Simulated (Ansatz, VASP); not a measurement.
# Two plane-wave programs on PbSe

```
Pb Se
1.0
     0.00000    2.97218    2.97218
     2.97218    0.00000    2.97218
     2.97218    2.97218    0.00000
Pb Se
1 1
Direct
  0.00000 0.00000 0.00000
  0.50000 0.50000 0.50000
```

Alike in both runs: task single point; functional PBE; dispersion D3(BJ); k mesh 10 × 10 × 10; occupations gaussian, width 0.01 eV; no spin polarisation.

```csv
,VASP,Ansatz
version,VASP 6.6.1,Ansatz 0.2.0
potentials or method,"VASP PAW PBE potentials, release 64 (Pb_d, Se)","scalar-relativistic, plane waves, PAW"
plane-wave cutoff (eV),520,420
valence electrons in the cell,20,30
```

```csv
,VASP,Ansatz,Ansatz less VASP
gap on the k mesh at the Fermi level (eV),0.04,0.05,+0.006
least direct gap on the mesh (eV),0.04,0.05,+0.006
pressure (GPa),5.9,5.9,0.00
```

The two sets of potentials don't hold the same shells in valence.

Caveats: spin-orbit coupling is left out, which as a rule narrows the gap of such compounds by several tenths of an eV.
